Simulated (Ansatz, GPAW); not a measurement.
**W: 3 runs at one level of theory**

```
W
1.0
    -1.58234    1.58234    1.58234
     1.58234   -1.58234    1.58234
     1.58234    1.58234   -1.58234
W
1
Cartesian
  0.0000 0.0000 0.0000
```

Alike in all runs: task single point; functional PBE; k mesh 12 × 12 × 12; occupations gaussian, width 0.02 eV; no spin polarisation; no spin-orbit coupling. Pressure is positive in compression and, in plane waves, holds the error of the finite cutoff, which Ansatz's Pulay term estimates and takes out.

| program and potentials | plane-wave cutoff (eV) | notes | band gap (eV) | pressure (GPa) |
| --- | --- | --- | --- | --- |
| Ansatz, Ansatz PAW | 420 | Pulay term of +0.08 GPa included | no gap | 6.04 |
| Ansatz, all-electron LAPW, scalar-relativistic | - | - | no gap | 6.11 |
| GPAW, GPAW PAW data sets (gpaw-data 1.2.1) | 600 | - | no gap | 5.83 |

None finds a gap. The pressure spans 5.83 (GPAW, GPAW PAW data sets (gpaw-data 1.2.1)) to 6.11 GPa (Ansatz, all-electron LAPW, scalar-relativistic), with all-electron results at 6.11.

The functional is the same throughout but for its coding, so the spread measures potentials, basis and numerics; runs on potential files found faulty are left out.
